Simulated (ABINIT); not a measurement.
Crystal: CaO.

```
Ca O
1.0
     0.00000    2.40356    2.40356
     2.40356    0.00000    2.40356
     2.40356    2.40356    0.00000
Ca O
1 1
Direct
  0.00000 0.00000 0.00000
  0.50000 0.50000 0.50000
```

The cell is a database's computed one.

Base run:

- Program: ABINIT 10.8.3 (patched build)
- Functional: PBEsol
- Potentials or basis: PseudoDojo NC SR PBEsol v0.4.1 standard
- Cutoff: 1143 eV
- k mesh: 10 × 10 × 10
- Occupations: fermi-dirac, width 0.05 eV
- Spin: no spin polarisation

Its results: band gap on the k mesh 3.56 eV, indirect (least direct gap 3.94 eV).

Problem. The run is repeated on the same cell with these changes: functional from PBEsol to TB-mBJ; potentials or basis from PseudoDojo NC SR PBEsol v0.4.1 standard to JTH PAW LDA v2.0; cutoff from 1143 eV to 762 eV. What comes out?

Solution. Band gap on the k mesh 5.27 eV, indirect (least direct gap 5.59 eV).

Caveats: the constant c of TB-mBJ comes from the pseudo density here, which moves gaps by up to 0.3 eV between sets of potentials (some runs).
